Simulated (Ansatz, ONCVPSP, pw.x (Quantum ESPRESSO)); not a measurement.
## copper: one change to the ONCV potential, in the atom and in the bcc crystal

- Element: Cu
- Generator: ONCVPSP 4.0.1.1 (patched build)
- Type: optimised norm-conserving Vanderbilt (ONCV)
- Functional: PBE
- Relativity: scalar-relativistic
- Frozen core: [Ar]
- Valence charge: 11
- Reference configuration: 3d10 4s1
- Partial waves: 4s: rc 1.80 bohr, ncon 4, nbas 9, qcut 4.6 1/bohr, 1 projector; p scattering state at 0.31 Ha: rc 1.60 bohr, ncon 3, nbas 8, qcut 5.4 1/bohr, 1 projector; 3d: rc 1.25 bohr, ncon 4, nbas 9, qcut 12.1 1/bohr, 1 projector; f scattering state at 0.36 Ha: rc 1.80 bohr, ncon 4, nbas 7, qcut 6.4 1/bohr, 2 projectors, debl 4 Ha
- Local potential: polynomial inside 1.20 bohr (lpopt 2, dvloc0 0 Ha)
- Core correction: none

Change: local potential polynomial inside 0.68 bohr (lpopt 2, dvloc0 0 Ha).

Cutoffs, loose and tight: the cutoffs (Ha) at which the residual kinetic energy of the hardest occupied pseudo-wave falls to 1 and 0.1 mHa per electron. They do not see the model core or the augmentation charge, which bear on the density cutoff. Test errors are all-electron minus pseudo excitation energies from the reference, over the configurations 3d10 4s0; 3d9 4s0; 3d8 4s0; 3d7 4s0; variants that change the core or the reference have their own tests.

Crystal test: bcc Cu in pw.x 7.5, no spin, 16³ k-points, Fermi–Dirac smearing 0.01 Ry, cutoffs set for each file from its atomic test. The reference is all-electron LAPW (Ansatz 0.2.0) with the same functional, mesh and smearing; V0 and B0 come from Birch–Murnaghan fits to the pressures at five volumes. Errors are pseudo minus all-electron; Δ is the rms difference of the E(V) curves that follow from these fits, minima aligned, over ±6 % about the mean V0. Mesh and smearing are coarse, so the numbers serve the comparison and aren't converged zero-temperature values; the lattice is a test structure that the element need not adopt.

All-electron: a0 = 2.885 Å (V0 = 12.01 Å³/atom), B0 = 138.4 GPa.

**Question.** Does the change bring the crystal closer to the all-electron result?

**Answer.** The mean pressure error goes from -3.37 to -71.98 GPa, so the change moves the solid further from the all-electron pressures.

```tsv
quantity	base	changed
outcome (atom)	generated	generated
cutoff, loose (atom)	60 Ha	60 Ha
cutoff, tight (atom)	68 Ha	68 Ha
bound ghosts (atom)	none	s, p
largest test error (meV) (atom)	+46 over the solved tests; 2 of 4 tests not solved or not reliable	3 of 4 tests not solved or not reliable
cutoffs in pw.x (Ry)	160/640	160/640
a0 (Å)	2.864	–
a0 error (%)	-0.73	–
B0 error (%)	+21.4	–
Δ (meV/atom)	8.5	–
mean pressure error (GPa)	-3.37	-71.98
```

A dash: not determined, or the minimum lies outside the volumes sampled.

Base: This is a poor potential for the solid. The generator flags a localised state at positive energy (s at 27 eV). Atomic configuration tests: 2 of 4 tests not solved or not reliable. Changed file: This is a poor potential for the solid. Note: ghosts flagged at negative energy: s at -176.0 eV, p at -5.3 eV; GHOST(+) flagged for f at 127.9 eV. A true bound ghost makes a file unfit for plane-wave use. Atomic configuration tests: 3 of 4 tests not solved or not reliable.
